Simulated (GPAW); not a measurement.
Crystal: Au.

```
Au
1.0
    -1.65727    1.65727    1.65727
     1.65727   -1.65727    1.65727
     1.65727    1.65727   -1.65727
Au
1
Direct
  0.00000 0.00000 0.00000
```

This isn't the form of Au at room conditions, which is fcc.

```yaml
Program: GPAW 26.7.0
Task: relaxation of cell and atoms
Functional: PBEsol
Dispersion: D3(BJ)
Potentials_or_basis: PAW data sets generated in the run's folder for this functional
Cutoff: 600 eV
Basis: pw
k_mesh: 11 × 11 × 11
Occupations: fermi-dirac, width 0.05 eV
Spin: no spin polarisation
```

At the start: pressure -12.1 GPa; volume 18.21 Å³/atom.

Where does the relaxation end?

Over 4 steps the energy falls by 58.6 meV/atom and the volume is 16.80 Å³/atom (-7.7 %); space group Im-3m (No. 229, to 0.05 Å).

Step by step:
```tsv
step	energy change (eV)	largest force (eV/Å)	pressure (GPa)	volume (Å³)
1	0.0000	0.0000	-12.10	18.21
2	-0.0539	0.0000	-3.89	17.17
3	-0.0585	0.0000	0.77	16.73
4	-0.0586	0.0000	-0.03	16.80
```

Final structure:
```cif
data_structure
_symmetry_space_group_name_H-M 'P 1'
_symmetry_Int_Tables_number 1
_cell_length_a 2.7945
_cell_length_b 2.7945
_cell_length_c 2.7945
_cell_angle_alpha 109.471
_cell_angle_beta 109.471
_cell_angle_gamma 109.471
_cell_volume 16.80
loop_
_atom_site_label
_atom_site_type_symbol
_atom_site_fract_x
_atom_site_fract_y
_atom_site_fract_z
_atom_site_occupancy
Au1 Au 0.00000 0.00000 0.00000 1
```

Caveat: with this Au data set, volumes or pressures lay over 1.5 % or 2 GPa off other programs in two to four cells of ten; later steps reuse the first step's grids; pairwise dispersion overbinds metals, which lowers pressure and volume.
